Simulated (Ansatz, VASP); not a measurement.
## SiC in VASP and in Ansatz

```
CELL_PARAMETERS angstrom
0.00880 2.17596 2.17596
2.17596 0.00880 2.17596
2.17596 2.17596 0.00880
ATOMIC_POSITIONS crystal
Si 0.00018 0.00018 0.00018
C 0.24982 0.24982 0.24982
```

Change from the starting cell: epitaxial_111 strain -0.5%.

Alike in both runs: task single point; functional PBE; k mesh 10 × 10 × 10; occupations fermi-dirac, width 0.02 eV; no spin polarisation.

|  | VASP | Ansatz |
| --- | --- | --- |
| version | VASP 6.6.1 | Ansatz 0.2.0 |
| potentials or method | VASP PAW PBE potentials, release 64 (Si, C) | plane waves, PAW |
| plane-wave cutoff (eV) | 520 | 420 |
| valence electrons in the cell | 8 | 8 |

|  | VASP | Ansatz | Ansatz less VASP |
| --- | --- | --- | --- |
| gap on the k mesh at the Fermi level (eV) | 1.33 | 1.33 | +0.003 |
| pressure (GPa) | 5.6 | 5.6 | +0.06 |
| largest component of the traceless stress (GPa) | 1.03 | 1.03 | -0.005 |
| rms of the force components (eV/Å) | 0.004 | 0.004 | 0.0000 |

Atom by atom the forces differ by 0.000 eV/Å (rms over components).

A k mesh can miss the band edges.
